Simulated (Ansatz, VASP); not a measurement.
SnO2 (Cassiterite): VASP beside Ansatz

```
Sn O
1.0
     4.72236    0.00000    0.00000
     0.00000    4.72236    0.00000
     0.00000    0.00000    3.19044
Sn O
2 4
Direct
  0.00000 0.00000 0.00000
  0.50000 0.50000 0.50000
  0.30607 0.30607 0.00000
  0.19393 0.80607 0.50000
  0.69393 0.69393 0.00000
  0.80607 0.19393 0.50000
```

Alike in both runs: functional LDA; k mesh 6 × 6 × 8; occupations gaussian, width 0.02 eV; no spin polarisation.

Ansatz relaxed the structure, and its values are those at the end. VASP's run is a single point on that final structure, the one shown.

|  | VASP | Ansatz |
| --- | --- | --- |
| version | VASP 6.6.1 | Ansatz 0.2.0 |
| potentials or method | VASP PAW LDA potentials, release 64 (Sn_d, O) | scalar-relativistic, plane waves, PAW |
| plane-wave cutoff (eV) | 520 | 420 |
| valence electrons in the cell | 52 | 52 |

|  | VASP | Ansatz | Ansatz less VASP |
| --- | --- | --- | --- |
| gap on the k mesh at the Fermi level (eV) | 1.20 | 1.16 | -0.035 |
| least direct gap on the mesh (eV) | 1.20 | 1.16 | -0.035 |
| pressure (GPa) | 1.1 | 0.0 | -1.09 |
| rms of the force components (eV/Å) | 0.010 | 0.000 | -0.0096 |

Caveats: spin-orbit coupling is left out, which moves the levels of the heavy elements.
